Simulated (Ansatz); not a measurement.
# WSe2: the cost of one run

Method: DFT LDA, scalar-relativistic, plane waves, PAW, in Ansatz 0.2.0.

## Step 1: Starting point

The structure is hexagonal, space group P-6m2 (No. 187). The conventional cell has a = 3.247 Å, b = 3.247 Å, c = 16.660 Å, α = 90.00°, β = 90.00°, γ = 120.00°. W (site symmetry -6m2) has 6 Se at 2.51 Å as nearest neighbours. Se (site symmetry 3m) is surrounded by 3 W at 2.51 Å.

Structure file:

```cif
data_structure
_symmetry_space_group_name_H-M 'P-6m2'
_symmetry_Int_Tables_number 187
_cell_length_a 3.2474
_cell_length_b 3.2474
_cell_length_c 16.6603
_cell_angle_alpha 90.000
_cell_angle_beta 90.000
_cell_angle_gamma 120.000
_cell_volume 152.15
loop_
_atom_site_label
_atom_site_type_symbol
_atom_site_symmetry_multiplicity
_atom_site_Wyckoff_symbol
_atom_site_fract_x
_atom_site_fract_y
_atom_site_fract_z
_atom_site_occupancy
W1 W 1 a 0.00000 0.00000 0.00000 1
Se1 Se 2 h 0.33333 0.66667 0.09993 1
```

It goes back to an entry of the Materials Project, which need not be the stable form.

It is the result of an earlier relaxation at this level (volume 50.72 Å³/atom; gap on the mesh: 1.75 eV).

## Step 2: The scan

The energy is mapped over a normal mode and a strain (zone-centre modes of the cell shown) (x along [1 0 0], y along [1 2 0], z along [0 0 1] of the conventional cell).

First coordinate, amplitude of mode 9 (313 cm⁻¹), largest displacement in the unstrained cell: 7 values from −0.06 Å. Second coordinate, equal normal strain along x and y: 7 values from −4.00 %.

Nothing else is relaxed (the pattern is fixed in fractional coordinates). Energies count from the relaxed high-symmetry cell. Points are written as (first, second).

The modes come from a phonon run on the reference cell, made beforehand.

Displacement patterns for an amplitude of 1 (Å):

```
atom     x1     y1      z1
  W1  0.000  0.000   0.859
 Se2  0.000  0.000  -1.000
 Se3  0.000  0.000  -1.000
```

## Step 3: Grid point (−0.06 Å, −4.00 %)

input.yaml

```yaml
crystal:
  lattice:
    - [3.1174922976, 0.0, 0.0]
    - [-1.5587461488, 2.6998275258, 0.0]
    - [0.0, 0.0, 16.6603124568]
  atoms:
    - { symbol: W, position: [0.0, 0.0, -0.0030940386] }
    - { symbol: Se, position: [0.3333333333, 0.6666666667, 0.1035294014] }
    - { symbol: Se, position: [0.3333333333, 0.6666666667, 0.9036733446] }
basis:
  ecutwfc: 420
kpoints:
  mp_grid: { grid: [9, 9, 2] }
hamiltonian:
  xc: lda
  pseudopotentials: { kind: paw, azcp: { folder: soft_1 } }
scf:
  occupations: { method: gaussian, width: 0.05 }
output:
  forces: true
  stress: true
  eigenvalues: true
```

On the command line:

```console
$ ansatz run input.yaml --threads 1 --pin off --max-ram 2048MiB --backend cpu --events-out ev --progress --plain --runs-dir out
```

**Question.** How long does this run take on 1 thread of Arm Neoverse N1, shared host, and how much memory does it need?

About 16 s, with a peak of 0.36 GiB.
